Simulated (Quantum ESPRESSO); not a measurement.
# Ti under changes of volume

One of the cells (17.676 Å³/atom); the others are scaled copies at fixed shape and fractional positions:

```
Ti
1.0
    -1.64100    1.64100    1.64100
     1.64100   -1.64100    1.64100
     1.64100    1.64100   -1.64100
Ti
1
Cartesian
  0.0000 0.0000 0.0000
```

This isn't the form of Ti at room conditions, which is hcp.

```yaml
Program: Quantum ESPRESSO 7.5
Functional: rev-vdW-DF2
Potentials_or_basis: PseudoDojo 0.4.1 SR PBE standard
Cutoff: 1143 eV
Density_cutoff: 4572 eV
k_mesh: 11 × 11 × 11
Occupations: fermi-dirac, width 0.05 eV
Spin: no spin polarisation
```

| volume (Å³/atom) | energy over the lowest point (meV/atom) | pressure (GPa) |
| --- | --- | --- |
| 16.616 | 0.00 | 1.2 |
| 16.969 | 0.43 | -1.1 |
| 17.323 | 5.73 | -3.2 |
| 17.676 | 15.45 | -5.1 |
| 18.030 | 29.15 | -6.9 |
| 18.383 | 46.48 | -8.5 |
| 18.737 | ? | ? |

Q: What does the run at 18.737 Å³/atom give?

A: Energy over the lowest point 67.10 meV/atom; pressure -9.9 GPa.

Worked out: A Birch-Murnaghan fit of order 3 (a polynomial in V^(-2/3)) to the other rows has its minimum at 16.76 Å³/atom with B0 = V·E''(V) = 111 GPa and B' = 3.7. It gives 67.13 meV/atom at 18.737 Å³/atom, against the run's 67.10, and -dE/dV = -10.0 GPa, against -9.9.

Energies are extrapolated to zero smearing.

Caveats: the potentials were made for another functional, which shifts forces and pressure.
